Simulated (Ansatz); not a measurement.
Sb and the effect of the dispersion correction

The cell as given:

Symmetry: P6_3/mmc, No. 194, hexagonal system. The conventional cell has a = 3.355 Å, b = 3.355 Å, c = 5.470 Å, α = 90.00°, β = 90.00°, γ = 120.00°. Sb (site symmetry -6m2) is surrounded by 12 Sb at 3.35 Å.

This isn't the form of Sb at room conditions, which is rhombohedral.

Kept alike: task relaxation of cell and atoms; functional PBEsol; k mesh 9 × 9 × 5; occupations fermi-dirac, width 0.05 eV; no spin polarisation. Program: Ansatz, Ansatz PAW, cutoff 420 eV. The mesh is that of the run's cell of 2 atoms. No spin-orbit coupling.

```csv
dispersion correction,volume (Å³/atom),first edge of the run's cell (Å),third edge of the run's cell (Å)
D3(BJ),24.719,3.271,5.335
D3(BJ)-ATM,24.856,3.277,5.345
D4,25.221,3.295,5.366
none,26.036,3.354,5.344
```

The relaxations keep at least the cell's symmetry (P6_3/mmc). For a metal such a mesh leaves the last digits unconverged. Relaxations stop with a little pressure left, so the last digits of a volume or edge aren't settled. All rows use potentials made for PBE.

**Question.** What does the dispersion correction change here?

**Answer.** The volume runs from 24.719 (D3(BJ)) to 26.036 Å³/atom (none). Against no correction: D3(BJ) -5.1 %; D3(BJ)-ATM -4.5 %; D4 -3.1 %. Dispersion terms mostly attract and so lower the volume; the schemes' coefficients and damping set how far. The first edge of the run's cell runs from 3.271 (D3(BJ)) to 3.354 Å (none). The third edge of the run's cell runs from 5.335 (D3(BJ)) to 5.366 Å (D4).
